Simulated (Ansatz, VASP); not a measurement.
## Al: VASP beside Ansatz

The input INCAR:

```
  PREC = Accurate
  ENCUT = 520
  EDIFF = 1E-7
  ISMEAR = -1
  SIGMA = 0.05
  LREAL = F
  LASPH = T
  NELM = 100
  ALGO = Normal
  ISIF = 2
  LWAVE = F
  LCHARG = F
  GGA = PS
  NBANDS = 8
```

Contents of KPOINTS:

```
regular mesh
0
Gamma
  11 11 11
```

POSCAR

```
Al
1.0
    0.0478940000      1.9691420000      2.0268530000
    2.0432560000     -0.0083540000      2.0831010000
    2.0405820000      2.0227150000     -0.0056790000
Al
1
Direct
    0.0059780000     -0.0131190000      0.0211680000
```

input.yaml

```yaml
crystal:
  lattice:
    - [0.047894, 1.969142, 2.026853]
    - [2.043256, -0.008354, 2.083101]
    - [2.040582, 2.022715, -0.005679]
  atoms:
    - { symbol: Al, position: [0.005978, -0.013119, 0.021168] }
hamiltonian:
  xc: pbesol
  pseudopotentials: { kind: paw }
kpoints:
  mp_grid: { grid: [11, 11, 11] }
scf:
  occupations: { method: fermi_dirac, width: 0.05 }
output:
  forces: true
  stress: true
  eigenvalues: true
  write_density: true
  write_potential: true
  elf: true
  volumetric_format: npy
```

Change from the starting cell: cell strained at random at fixed volume.

Alike in both runs: task single point; functional PBEsol; k mesh 11 × 11 × 11; occupations fermi-dirac, width 0.05 eV; no spin polarisation.

|  | VASP | Ansatz |
| --- | --- | --- |
| version | VASP 6.6.1 | Ansatz 0.2.0 |
| potentials or method | VASP PAW PBE potentials, release 64 (Al) | Ansatz PAW |
| plane-wave cutoff (eV) | 520 | 420 |
| valence electrons in the cell | 3 | 3 |

```csv
,VASP,Ansatz,Ansatz less VASP
gap on the k mesh at the Fermi level (eV),none,none,-
pressure (GPa),-1.7,-1.7,-0.05
largest component of the traceless stress (GPa),1.67,1.67,-0.006
```

A gap of «none» marks a metal or a gap that the smearing closes. The functional is the same, so the differences come from potentials, cutoffs and numerics.

Caveats: the PAW data sets were made with another functional, which shifts forces and pressure a little (VASP); the PAW data sets come from PBE, with cores solved anew for the run's functional, which leaves a small shift of forces and pressure (Ansatz).
